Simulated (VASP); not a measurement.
Wanted: the native input for a VASP 6.6.1 run.

```
Task                   : single point
Functional             : PBE
Potentials or basis    : VASP PAW PBE potentials, release 64 (In_d, P_h)
Cutoff                 : 1400 eV
k mesh                 : 11 × 11 × 11
Occupations            : gaussian, width 0.05 eV
Spin                   : no spin polarisation
Further INCAR settings : ADDGRID = False; ALGO = Normal; EDIFF = 1e-08; NBANDS = 16
```

The structure of InP lies in POSCAR:

```
InP
1.0
    0.0000000000      2.9305000000      2.9305000000
    2.9305000000      0.0000000000      2.9305000000
    2.9305000000      2.9305000000      0.0000000000
In P
1 1
Direct
    0.0000000000      0.0000000000      0.0000000000
    0.7500000000      0.7500000000      0.7500000000
```

These files were run (other wordings do the same):

INCAR

```
PREC = Accurate ; ENCUT = 1400
EDIFF = 1E-8 ; ISMEAR = 0
SIGMA = 0.05 ; LREAL = False
LASPH = True ; NELM = 100
ALGO = Normal ; ISIF = 2
LWAVE = False ; LCHARG = False
GGA = PE ; NBANDS = 16
ADDGRID = False
```

KPOINTS

```
regular mesh
0
Gamma
  11 11 11
```

Potentials or basis: VASP PAW PBE potentials, release 64 (In_d, P_h).

Command:

```bash
$ cat potpaw_PBE.64/In_d/POTCAR potpaw_PBE.64/P_h/POTCAR > POTCAR
$ mpirun -np 1 vasp_std > vasp.out
```

Results of the run:

| Property | Result |
| --- | --- |
| Pressure | 3.3 GPa |
| Band gap on the k mesh | 0.71 eV, direct |

Caveat: spin-orbit coupling is left out, which moves the levels of the heavy elements.

Run time: 3.4 min on 1 thread of Intel(R) Xeon(R) Platinum 8488C (Sapphire Rapids) (shared host), peak memory 0.52 GiB.
